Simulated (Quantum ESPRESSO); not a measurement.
Runs of Quantum ESPRESSO 7.5 on C. It takes space group Fd-3m (No. 227, cubic). Conventional cell: a = 3.567 Å, b = 3.567 Å, c = 3.567 Å, α = 90.00°, β = 90.00°, γ = 90.00°. Around C (site symmetry -43m) lie 4 C at 1.54 Å. This isn't the form of C at room conditions, which is graphite.

```tsv
task	level	potentials or basis	cell	k mesh	cutoff (eV)	form of the LDA correlation	q mesh	mesh quality	gap on the mesh (eV)	pressure (GPa)
dielectric tensor	PBEsol	PseudoDojo 0.4.1 SR PBEsol standard	as given	10 × 10 × 10	1116	-	-	not flagged	4.08	-3.3
dielectric tensor	PBEsol	PseudoDojo 0.4.1 SR PBEsol standard	as given	4 × 4 × 4	1116	-	-	coarse	(a)	-2.2
phonon dispersion	LDA	GBRV 1.5 LDA	relaxed	8 × 8 × 8, shifted	612	PZ81	2 × 2 × 2	not flagged	-	0.0
dielectric tensor	PBEsol	PseudoDojo 0.4.1 SR PBEsol standard	as given	14 × 14 × 14	1116	-	-	not flagged	4.05	-3.3
phonons	PBE	GBRV 1.5 PBE	relaxed to 50 GPa	12 × 12 × 12, shifted	612	-	-	not flagged	-	49.9
phonon dispersion	PBE	GBRV 1.5 PBE	relaxed	8 × 8 × 8, shifted	612	-	2 × 2 × 2	not flagged	-	0.0
dielectric tensor	PBEsol	PseudoDojo 0.4.1 SR PBEsol standard	as given	16 × 16 × 16	1116	-	-	not flagged	4.05	-3.3
phonons	PBE	GBRV 1.5 PBE	relaxed	12 × 12 × 12, shifted	612	-	-	not flagged	-	0.0
dielectric tensor	PBEsol	PseudoDojo 0.4.1 SR PBEsol standard	as given	8 × 8 × 8	1116	-	-	not flagged	(b)	-3.3
phonons	PBE	GBRV 1.5 PBE	relaxed to 10 GPa	12 × 12 × 12, shifted	612	-	-	not flagged	-	10.0
dielectric tensor	PBEsol	PseudoDojo 0.4.1 SR PBEsol standard	as given	6 × 6 × 6	1116	-	-	coarse	4.07	-3.3
```

Alike in all rows: no spin polarisation; smearing fermi-dirac 0.05 eV.

**Question.** Estimate the missing entries.

**Answer.** (a) 4.36; (b) 4.04.

Caveats: some runs use coarse meshes; the cell is more than 3 GPa from zero pressure, which shifts response properties (some runs); on a mesh that holds Γ this program's dielectric tensor can be off by some percent beyond the error of the mesh (some runs).

A k mesh can miss the band edges.
